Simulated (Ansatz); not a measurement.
**SnS: the band gap up the ladder of functionals**

One table from this session's results is given with a row withheld; the runs are named, their logs left out.

The runs shown are made with Ansatz 0.2.0. PAW datasets, plane waves. The values are computed, spin-unpolarised, and not measurements.

## Starting point

The cell was relaxed beforehand with r2SCAN+rVV10.

The symmetry is Pnma (No. 62, orthorhombic); a = 11.218 Å, b = 3.962 Å, c = 4.433 Å in the conventional setting, 24.63 Å³ an atom. Sn has 3 S at 2.63–2.64 Å; S has 3 Sn at 2.63–2.64 Å.

Structure file:

```cif
data_structure
_symmetry_space_group_name_H-M 'Pnma'
_symmetry_Int_Tables_number 62
_cell_length_a 11.2185
_cell_length_b 3.9618
_cell_length_c 4.4335
_cell_angle_alpha 90.000
_cell_angle_beta 90.000
_cell_angle_gamma 90.000
_cell_volume 197.05
loop_
_atom_site_label
_atom_site_type_symbol
_atom_site_symmetry_multiplicity
_atom_site_Wyckoff_symbol
_atom_site_fract_x
_atom_site_fract_y
_atom_site_fract_z
_atom_site_occupancy
Sn1 Sn 4 c 0.11918 0.25000 0.12581 1
S1 S 4 c 0.84950 0.25000 0.48710 1
```

The first run:

File input.yaml:

```yaml
crystal:
  lattice:
    - [11.2184912335, 0.0, 0.0]
    - [0.0, 3.961751057, 0.0]
    - [0.0, 0.0, 4.4334756478]
  atoms:
    - { symbol: Sn, position: [0.1191823488, 0.25, 0.1258109443] }
    - { symbol: Sn, position: [0.3808176512, 0.75, 0.6258109443] }
    - { symbol: Sn, position: [0.6191823488, 0.25, 0.3741890557] }
    - { symbol: Sn, position: [0.8808176512, 0.75, 0.8741890557] }
    - { symbol: S, position: [0.8494992837, 0.25, 0.4871020382] }
    - { symbol: S, position: [0.6505007163, 0.75, 0.9871020382] }
    - { symbol: S, position: [0.3494992837, 0.25, 0.0128979618] }
    - { symbol: S, position: [0.1505007163, 0.75, 0.5128979618] }
kpoints:
  mp_grid: { grid: [2, 6, 6] }
  band_path:
    path:
      - [[0.0, 0.0, 0.0], [0.5, 0.0, 0.0], [0.5, 0.5, 0.0], [0.0, 0.5, 0.0], [0.0, 0.0, 0.0], [0.0, 0.0, 0.5], [0.5, 0.0, 0.5], [0.5, 0.5, 0.5], [0.0, 0.5, 0.5], [0.0, 0.0, 0.5]]
      - [[0.5, 0.0, 0.0], [0.5, 0.0, 0.5]]
      - [[0.0, 0.5, 0.0], [0.0, 0.5, 0.5]]
      - [[0.5, 0.5, 0.0], [0.5, 0.5, 0.5]]
    npoints: 10
hamiltonian:
  xc: pbe
scf:
  occupations: { method: fermi_dirac, width: 0.02 }
  n_extra_bands: 6
output:
  forces: true
  stress: true
  eigenvalues: true
  write_density: true
  write_potential: true
  elf: true
  volumetric_format: npy
```

The run is started by

```console
$ ansatz run input.yaml --threads 4 --pin off --max-ram 7372MiB --backend cpu --events-out ev --progress --plain --runs-dir out
```

Steps of the session up to this table: PBE bands along the symmetry lines; Single point with r2SCAN; HSE06; Single point with PBE+SOC; Single point with PBE0; LDA at the same geometry; DDH-PBE0; r2SCANh at the same geometry.

One table of the session follows, with a row left open; its other results are not shown here.

| level | gap (eV) |
| --- | --- |
| PBE | 0.83 |
| r2SCAN | ? |
| HSE06 | 1.19 |
| PBE+SOC | 0.81 |
| PBE0 | 1.71 |
| LDA | 0.79 |
| DDH-PBE0 | 1.06 |
| r2SCANh | 1.35 |

**Question.** Estimate the row for r2SCAN.

The run gave: gap (eV): 1.02. In the column «gap (eV)» it lies between PBE (0.83) and DDH-PBE0 (1.06).

Meshes: PBE 2×6×6, r2SCAN 2×6×6, HSE06 2×4×4, PBE+SOC 2×6×6, PBE0 2×4×4, LDA 2×6×6, DDH-PBE0 2×4×4, r2SCANh 2×4×4

Limits of these values: Warnings in the runs' records: stress scf threshold loose, stress exchange threshold loose.
